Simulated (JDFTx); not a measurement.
Here is a JDFTx 1.7.0 (patched build) calculation.

Ge.in

```
lattice \
    7.5543424031    -3.7771712017     0.0000000000 \
    0.0000000000     6.5422524301     0.0000000000 \
    0.0000000000     0.0000000000    12.4710169184
coords-type Lattice
ion Ge     0.3280340000     0.6648870000     0.9395880000 1
ion Ge     0.6776310000     0.3391870000     0.4332960000 1
ion Ge     0.3436270000     0.6705210000     0.5672550000 1
ion Ge     0.6731280000     0.3269050000     0.0611730000 1

ion-species pseudo/Ge.upf
elec-cutoff 39 312
elec-ex-corr gga-PBEsol
kpoint-folding 8 8 4
elec-smearing Fermi 0.0018374661
elec-n-bands 37
electronic-SCF nIterations 100 energyDiffThreshold 1e-09
electronic-minimize nIterations 30 energyDiffThreshold 1e-7
converge-empty-states yes
forces-output-coords Cartesian

dump-name run.$VAR
dump End Ecomponents EigStats BandEigs Kpoints Forces Stress ElecDensity Dtot KEdensity
```

Potentials or basis: PseudoDojo-SR-PBEsol-0.4.1-standard with smoothed tails.

Run with:

```bash
$ jdftx -c 1 -i Ge.in -o Ge.out
```

Q: Predict the largest force.

A: 0.628 eV/Å.

Q: Predict the pressure.

A: 0.0 GPa.

Q: Estimate the band gap on the k mesh.

A: 0.10 eV, indirect (least direct gap 0.12 eV).

Forces on the atoms (eV/Å):
```
Ge   0.600 -0.136 -0.128
Ge   0.029 -0.082  0.391
Ge  -0.043  0.063 -0.379
Ge  -0.586  0.155  0.117
```

A k mesh can miss the band edges.
